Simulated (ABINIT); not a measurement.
Input of an ABINIT 10.8.3 (patched build) run:

File run.abi:

```
pp_dirpath "./"
pseudos "Ti.upf"

acell 3*1.0 Angstrom
rprim
    -1.6275634400     1.6275634400     1.6275634400
     1.6275634400    -1.6275634400     1.6275634400
     1.6275634400     1.6275634400    -1.6275634400
ntypat 1
znucl 22
natom 1
typat 1
xred
     0.0000000000     0.0000000000     0.0000000000
chkprim 0
chksymtnons 0
tolsym 1.0e-6

ecut 1142.878222 eV

kptopt 1
ngkpt 8 8 8
nshiftk 1
shiftk 0.0 0.0 0.0

ixc 11

nband 10
occopt 3
tsmear 0.05 eV

nstep 100
tolvrs 1.0e-10

iomode 3
prtwf 0
prtden 0
prteig 0
prtebands 0
enunit 2
```

Potentials or basis: PseudoDojo NC SR PBE v0.5 standard.

Launch:

```console
$ abinit run.abi > log 2>&1
```

(1) Predict the pressure.

(2) Predict the band gap on the k mesh.

Results:

(1) 0.0 GPa.

(2) none (metal or under the smearing width).
